**Q:** I asked for Wannier functions of the filled bands of SiO2, starting from the 2s and 2p orbitals of oxygen. With four oxygens in the cell I had four s functions and twelve p functions in mind. What did I get instead?

Maximally localised Wannier functions of the 16 filled bands of SiO2 (space group I-42d), from O 2s and 2p trial orbitals: Ansatz 0.2.0, non-magnetic PBE, PAW, 420 eV plane-wave cutoff, 6×6×6 k mesh, 4×4×4 Wannier mesh, r2SCAN-relaxed cell. On-site energies are measured from the valence top; x, y and z are Cartesian coordinates of the function centres.

| row | function spread (angstrom^2) | function on site (eV) | function x (Å) | function y (Å) | function z (Å) |
| --- | --- | --- | --- | --- | --- |
| 1 | 0.635 | -4.525 | 1.085 | 3.101 | 2.936 |
| 2 | 0.635 | -4.525 | 0.629 | 1.085 | 1.107 |
| 3 | 0.635 | -4.525 | -1.387 | 1.843 | 2.551 |
| 4 | 0.635 | -4.525 | -0.629 | 3.557 | 0.722 |
| 5 | 0.550 | -8.825 | 0.965 | 2.723 | 2.535 |
| 6 | 0.635 | -4.525 | 1.387 | 3.101 | 2.551 |
| 7 | 0.550 | -8.825 | 1.507 | 2.723 | 2.952 |
| 8 | 0.550 | -8.825 | 0.251 | 1.507 | 1.123 |
| 9 | 0.550 | -8.825 | 0.251 | 0.965 | 0.706 |
| 10 | 0.635 | -4.525 | 0.629 | 1.387 | 0.722 |
| 11 | 0.550 | -8.825 | -1.507 | 2.220 | 2.952 |
| 12 | 0.635 | -4.525 | -1.085 | 1.843 | 2.936 |
| 13 | 0.550 | -8.825 | -0.965 | 2.220 | 2.535 |
| 14 | 0.550 | -8.825 | -0.251 | 3.979 | 0.706 |
| 15 | 0.550 | -8.825 | -0.251 | 3.437 | 1.123 |
| 16 | 0.635 | -4.525 | -0.629 | 3.859 | 1.107 |

**A:** You got two sets of eight. Rows 5 and 1 stand for them: one has a spread of 0.550 Å² and lies deep in energy, the other has 0.635 Å² and lies higher. Every other row repeats one of these two, because the crystal's symmetry turns one oxygen into the next and, on each oxygen, swaps the two functions of the same kind. The order of the rows has no meaning, and no row is irregular.

**Q:** If they are neither s nor p, what are they?

**A:** Look at where their centres lie. Rows 1, 5, 6 and 7 belong to the same oxygen, which has two silicon neighbours. The centres of rows 5 and 7 are displaced from the nucleus towards one silicon each, and those of rows 1 and 6 point away from both. So each oxygen has two bond functions and two lone pairs, the picture a chemist would draw.

**Q:** But I never put in bonds or lone pairs. Why does the localisation find them?

**A:** It looks for the mixture of functions with the smallest total spread. A pure s or p orbital of a free atom is balanced about its nucleus. Add the two, and the amplitudes reinforce each other on one side and partly cancel on the other, so the charge gathers on one side and its centre moves there. One s and three p orbitals give four such lopsided hybrids, which point away from each other. On a free atom you could turn all four together without changing the total spread; in the crystal the surroundings fix their directions, and here two of them point towards silicon.

The gain follows from the definition of the spread $\Omega$:

$$\Omega=\langle r^2\rangle-d^2$$

Here $\langle r^2\rangle$ is the mean square distance of the electron from the oxygen nucleus, and $d$ is the distance of the function's centre from that nucleus. Mixing functions on one oxygen can't change the sum of their $\langle r^2\rangle$. The total spread therefore falls only if the sum of $d^2$ rises, and that is what the localisation brings about. For the whole cell the mean square distances add up to 11.5 Å², and the offsets take off 2.0 Å² of this.

**Q:** Then why is a bond function more compact than a lone pair? I'd have guessed the opposite, since a bond reaches out to a second atom.

**A:** Measured from the oxygen, the two are almost equally large. The 2s and 2p orbitals belong to the same shell and have similar radii, so hybrids made from them should have similar $\langle r^2\rangle$ too. If we take $\langle r^2\rangle$ as equal, the function whose centre lies farther out must have the smaller spread. Try it on rows 5 and 1, with their oxygen at (1.24, 2.96, 2.74) Å.

**Q:** I subtract the oxygen position from each centre and square the offsets:

$$d_5^2=0.275^2+0.237^2+0.205^2=0.174\ \text{Å}^2$$

$$d_1^2=0.155^2+0.141^2+0.196^2=0.082\ \text{Å}^2$$

The bond function should then be more compact by $0.174-0.082=0.092$ Å². The table gives $0.635-0.550=0.085$ Å².

**A:** So the offsets alone account for the difference, with an estimate that is nearly a tenth too large. The average over all rows gives the same picture, as the output below shows. No parameter was adjusted to these rows; the only assumption is the equal $\langle r^2\rangle$. The small remainder means that the bond function is slightly larger about the oxygen, with a mean square distance of 0.723 Å² against 0.715 Å², so your guess holds a little truth. The rounding of the oxygen positions explains at most about half of this remainder. The spreads also depend on the mesh used for the Wannier functions, and its convergence wasn't tested, so I wouldn't build on so small a difference.

**Q:** Why does the bond function's centre lie farther out in the first place?

**A:** Silicon has a hand in it. For four orthogonal s–p hybrids of an isolated atom, the displacements cancel exactly, so their centres average to the nucleus. Here the average lies about 0.05 Å from it, on the silicon side. Theory gives the reason: the bond functions contain some silicon orbital, and the oxygen charge is polarised by its neighbours. An unequal division of the 2s orbital among the hybrids can also make the offsets differ, and the centres don't tell us how much each effect contributes.

**Q:** Does that make the bond covalent?

**A:** Partly, but it is strongly polar. The centre of the bond pair has moved only about a quarter of the way from oxygen to silicon; in an evenly shared bond between like atoms it would sit halfway. Nor is all of that shift due to sharing: a hybrid made of oxygen orbitals alone is off-centre too, as the lone pairs show. These electrons are still mainly oxygen electrons that lean towards silicon.

**Q:** The on-site energies differ by 4.3 eV. Is that the distance between the bonding bands and the lone-pair bands?

**A:** No. An on-site energy is the average energy of an electron in one localised function, and such a function is built from many band states. Mixing the functions redistributes these averages but keeps their sum. The numbers here illustrate it: measured from the valence top, the mean of the 16 on-site energies is −6.675 eV, and the mean energy of the filled bands in the same calculation is also −6.675 eV, as it must be. A set of separate s and p functions would describe the same bands with quite different on-site energies.

**Q:** So why is the bond function the lower one in this set?

**A:** Silicon is expected to contribute in two ways: mixing with its orbitals and the nearness of its positive ion should both lower the energy of the bond function. A larger share of the deep 2s orbital would lower it as well. I tried to read that share from the centres in two ways. The angles between the centres give the lone pairs more 2s, but the four shares on an oxygen then add up to 119% of the one 2s orbital it has. The sideways offsets give the bond functions more, but this reading counts any sideways shift caused by silicon as 2s character. This simple hybrid picture is therefore too crude to divide the 4.3 eV between silicon's influence and the 2s share.

**Q:** How would I use this for another oxide?

**A:** First find out which functions lean towards a neighbour and which point into empty space. Then compare how far their centres lie from the oxygen. Where the functions have similar sizes about that nucleus, the ones displaced farther will have the smaller spreads. A small spread then tells you that the charge is gathered around its own centre, which need not be the nucleus.

Output of the analysis:

```
on-site energy, lone pair less bond function [eV]: 4.3
mean on-site energy of all 16 functions [eV]: -6.675
mean energy of the filled bands from the valence top [eV]: -6.675
distance of bond centre from oxygen [angstrom]: 0.4156
distance of lone-pair centre from oxygen [angstrom]: 0.2827
bond centre, part of the way from O to Si along the bond [%]: 24.66
angle between the two bond centres seen from O [degrees]: 110.7
angle between the two lone-pair centres seen from O [degrees]: 119.9
Si-O-Si angle [degrees]: 144.7
bond centre, shift along the bisector towards Si [angstrom]: 0.2363
lone-pair centre, shift along the bisector towards Si [angstrom]: -0.1415
mean shift of the four centres towards Si, zero for atomic hybrids [angstrom]: 0.04738
spread, lone pair less bond function [angstrom^2]: 0.085
the same difference predicted from the offsets alone [angstrom^2]: 0.09285
mean square distance from O, bond function [angstrom^2]: 0.7228
mean square distance from O, lone pair [angstrom^2]: 0.7149
sum of mean square distances from O, 16 functions [angstrom^2]: 11.5
sum of squared offsets, the spread saved [angstrom^2]: 2.022
s share of a bond hybrid and of a lone pair from opening angles, bond [%]: 26.14
s share from opening angles, lone pair [%]: 33.28
s share from the ratio of sideways offsets, bond [%]: 33.07
s share from the ratio of sideways offsets, lone pair [%]: 16.93
```
